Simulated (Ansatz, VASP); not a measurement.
One calculation of ZnAu, two programs

The input INCAR:

```
SYSTEM = ZnAu
PREC = Accurate
ENCUT = 520
EDIFF = 1E-6
ISMEAR = -1
SIGMA = 0.05
LREAL = .False.
LASPH = .True.
NELM = 80
ALGO = Normal
ISIF = 2
LWAVE = .False.
LCHARG = .False.
GGA = PE
NBANDS = 18
```

File KPOINTS:

```
Automatic mesh
0
Gamma
  8 8 8
  0 0 0
```

File POSCAR:

```
ZnAu
1.0
    3.1258785582      0.0000000000      0.0000000000
    0.0000000000      3.1258785582      0.0000000000
    0.0000000000      0.0000000000      3.1258785582
Au Zn
1 1
Direct
    0.0000000000      0.0000000000      0.0000000000
    0.5000000000      0.5000000000      0.5000000000
```

The input input.yaml:

```yaml
crystal:
  lattice:
    - [3.1258785582, 0.0, 0.0]
    - [0.0, 3.1258785582, 0.0]
    - [0.0, 0.0, 3.1258785582]
  atoms:
    - { symbol: Au, position: [0.0, 0.0, 0.0] }
    - { symbol: Zn, position: [0.5, 0.5, 0.5] }
kpoints:
  mp_grid: { grid: [8, 8, 8] }
scf:
  occupations: { method: fermi_dirac, width: 0.05 }
hamiltonian:
  xc: pbe
  pseudopotentials: { kind: all_electron, lapw: { basis_error: 0.0005 } }
output:
  forces: true
  stress: true
  eigenvalues: true
```

Change from the starting cell: volume scaled by 0.98.

Alike in both runs: task single point; functional PBE; k mesh 8 × 8 × 8; occupations fermi-dirac, width 0.05 eV; no spin polarisation.

|  | VASP | Ansatz |
| --- | --- | --- |
| version | VASP 6.6.1 | Ansatz 0.2.0 |
| potentials or method | VASP PAW PBE potentials, release 64 (Au, Zn) | all-electron LAPW, scalar-relativistic |
| plane-wave cutoff (eV) | 520 | see its input |

Ansatz gave:

| Item | Value |
| --- | --- |
| gap on the k mesh at the Fermi level (eV) | none |
| pressure (GPa) | 8.2 |

Problem. Estimate VASP's values.

Solution. gap on the k mesh at the Fermi level (eV): none; pressure (GPa): 8.3.

A gap of «none» marks a metal or a gap that the smearing closes. Ansatz ran all-electron here, so the differences hold the error of VASP's frozen core and of both bases.

The runs have no spin-orbit coupling, so splittings on Au are missing.
